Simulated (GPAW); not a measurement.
Crystal: Os.

```
Os
1.0
     2.73410    0.00000    0.00000
    -1.36705    2.36780    0.00000
     0.00000    0.00000    4.31970
Os
2
Cartesian
  1.3671 0.7893 3.2398
  0.0000 1.5785 1.0799
```

| Property | Result |
| --- | --- |
| Program | GPAW 26.7.0 |
| Task | relaxation of cell and atoms |
| Functional | revPBE |
| Potentials or basis | the program's PAW data sets (release 1.2.1) made for this functional |
| Cutoff | 600 eV |
| Basis | pw |
| k mesh | 8 × 8 × 5 |
| Occupations | fermi-dirac, width 0.05 eV |
| Spin | no spin polarisation |

At the start: pressure 9.4 GPa; volume 13.98 Å³/atom.

Question: How do energy, volume and symmetry change on relaxing?

Answer: Over 4 steps the energy falls by 9.3 meV/atom and the volume is 14.30 Å³/atom (+2.3 %); space group P6_3/mmc (No. 194, to 0.05 Å).

The path:
```
step  energy change (eV)  largest force (eV/Å)  pressure (GPa)  volume (Å³)
   1              0.0000                0.0000            9.39        27.96
   2             -0.0176                0.0000            2.06        28.46
   3             -0.0186                0.0001            0.07        28.60
   4             -0.0186                0.0001            0.00        28.61
```

Final structure:
```
Os
1.0
     2.75477    0.00000    0.00000
    -1.37738    2.38570    0.00000
     0.00000    0.00000    4.35318
Os
2
Direct
  0.66667 0.33333 0.75000
  0.33333 0.66667 0.25000
```

Caveat: later steps reuse the first step's grids.
